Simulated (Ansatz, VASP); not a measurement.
## One calculation of Ru, two programs

INCAR

```
PREC = Accurate
ENCUT = 520
EDIFF = 1E-7
ISMEAR = -1
SIGMA = 0.02
LREAL = False
LASPH = True
NELM = 150
ALGO = Normal
ISIF = 2
LWAVE = False
LCHARG = True
MAGMOM = 0 0 0 0 0 0
LORBIT = 11
LSORBIT = True
GGA_COMPAT = False
LORBMOM = True
LMAXMIX = 4
GGA = PE
IVDW = 12
LVHAR = True
NBANDS = 40
```

File KPOINTS:

```
regular mesh
0
Gamma
  8 8 5
```

File POSCAR:

```
Ru
1.0
    2.7237197275      0.0000000000      0.0000000000
   -1.3618598638      2.3588104769      0.0000000000
    0.0000000000      0.0000000000      4.3102577801
Ru
2
Direct
    0.6666666667      0.3333333333      0.7500000000
    0.3333333333      0.6666666667      0.2500000000
```

input.yaml

```yaml
crystal:
  lattice:
    - [2.7237197275, 0.0, 0.0]
    - [-1.3618598638, 2.3588104769, 0.0]
    - [0.0, 0.0, 4.3102577801]
  atoms:
    - { symbol: Ru, position: [0.6666666667, 0.3333333333, 0.75] }
    - { symbol: Ru, position: [0.3333333333, 0.6666666667, 0.25] }
kpoints:
  mp_grid: { grid: [8, 8, 5] }
scf:
  occupations: { method: fermi_dirac, width: 0.02 }
hamiltonian:
  xc: pbe
  dispersion: d3bj
  pseudopotentials: { kind: all_electron, lapw: { basis_error: 0.001 } }
magnetization:
  noncollinear: true
  spin_orbit: true
output:
  forces: true
  stress: true
  eigenvalues: true
```

Change from the starting cell: volume scaled by 1.02.

Alike in both runs: task single point; functional PBE; dispersion D3(BJ); k mesh 8 × 8 × 5; occupations fermi-dirac, width 0.02 eV; non-collinear spin, spin-orbit coupling.

|  | VASP | Ansatz |
| --- | --- | --- |
| version | VASP 6.6.1 | Ansatz 0.2.0 |
| potentials or method | VASP PAW PBE potentials, release 64 (Ru_pv) | all-electron LAPW, relativistic spinors |
| plane-wave cutoff (eV) | 520 | see its input |

Ansatz gave:

| Item | Value |
| --- | --- |
| gap on the k mesh at the Fermi level (eV) | none |
| pressure (GPa) | -9.5 |
| largest component of the traceless stress (GPa) | 0.81 |
| net moment per atom (μB) | 0.00 |
| dispersion energy (meV/atom) | -611.6 |

Question: Which values does VASP return?

Answer: gap on the k mesh at the Fermi level (eV): none; pressure (GPa): -9.4; largest component of the traceless stress (GPa): 0.82; net moment per atom (μB): 0.00; dispersion energy (meV/atom): -611.5.

A gap of «none» marks a metal or a gap that the smearing closes. Ansatz ran all-electron here, so the differences hold the error of VASP's frozen core and of both bases.

Caveats: the k mesh is thin for a metal, which can move the energy by tens of meV per atom (Ansatz); pairwise dispersion overbinds metals, which lowers pressure and volume (Ansatz).
